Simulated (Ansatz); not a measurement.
**GaSb (F-43m): equation of state**

An exercise on one series of results from a longer session: the logs are not shown, and one member is left open.

The COD entry's cell or inner coordinates are ideal or old and differ from later refinements, so a difference from it is no clean test against experiment.

Computed with Ansatz 0.2.0 (DFT PBE, scalar-relativistic, plane waves, PAW, unless a step's input says otherwise).

5 further runs of the same task are left out: 2 that didn't finish, 3 set aside as unsound or not needed. Runs told in other sessions of the task aren't counted.

**Starting point**

Symmetry: F-43m, No. 216, cubic system. Conventional cell: a = 6.214 Å, b = 6.214 Å, c = 6.214 Å, α = 90.00°, β = 90.00°, γ = 90.00°. Ga (site symmetry -43m) has 4 Sb at 2.69 Å in its first shell of neighbours. Around Sb (site symmetry -43m) lie 4 Ga at 2.69 Å.

As a file:

```cif
data_structure
_symmetry_space_group_name_H-M 'P 1'
_symmetry_Int_Tables_number 1
_cell_length_a 4.3939
_cell_length_b 4.3939
_cell_length_c 4.3939
_cell_angle_alpha 60.000
_cell_angle_beta 60.000
_cell_angle_gamma 60.000
_cell_volume 59.98
loop_
_atom_site_label
_atom_site_type_symbol
_atom_site_fract_x
_atom_site_fract_y
_atom_site_fract_z
_atom_site_occupancy
Ga1 Ga 0.00000 0.00000 0.00000 1
Sb1 Sb 0.75000 0.75000 0.75000 1
```

This cell comes from an earlier session at PBE: 29.992 Å³/atom at 0.00 GPa, on a 10×10×10 mesh.

Volume factors to run: 0.980, 1.020, 0.960, 1.040.

The first run:

Input file input.yaml:

```yaml
crystal:
  lattice:
    - [0.0, 3.0861032385, 3.0861032385]
    - [3.0861032385, 0.0, 3.0861032385]
    - [3.0861032385, 3.0861032385, 0.0]
  atoms:
    - { symbol: Ga, position: [0.0, 0.0, 0.0] }
    - { symbol: Sb, position: [0.75, 0.75, 0.75] }
basis:
  ecutwfc: 420
  ecutrho_ratio: 4
kpoints:
  mp_grid: { grid: [10, 10, 10] }
hamiltonian:
  xc: pbe
scf:
  occupations: { method: gaussian, width: 0.05 }
output:
  forces: true
  stress: true
  eigenvalues: true
```

Run with:

```console
> ansatz run input.yaml --threads 4 --pin off --max-ram 7168MiB --backend cpu --events-out ev --progress --plain --runs-dir out
```

Steps of the session up to this table: Volume × 0.980; At 1.020 of the relaxed volume; Volume × 0.960; At 1.040 of the relaxed volume.

One table of the session follows, with a row left open; its other results are not shown here.

It belongs to the step «The fit». 

| volume (Å³/atom) | energy (meV/atom) | pressure (GPa) |
| --- | --- | --- |
| 28.792 | 7.27 | 2.01 |
| 29.392 | 1.75 | 0.95 |
| 29.992 | 0.00 | 0.00 |
| 30.592 | ? | ? |
| 31.192 | 6.22 | -1.60 |

Estimate the missing values for volume (Å³/atom) = 30.592.

Worked estimate for «energy (meV/atom)». A straight line through the neighbours (29.992, 0.00) and (31.192, 6.22) gives 0.00 + (6.22 − 0.00) × (30.592 − 29.992) / (31.192 − 29.992) = 3.11; a parabola fitted to 3 rows on both sides gives 1.49.

**Answer.** energy (meV/atom): 1.62; pressure (GPa): -0.85. In «energy (meV/atom)» the line misses by +1.49 and the parabola by -0.13.
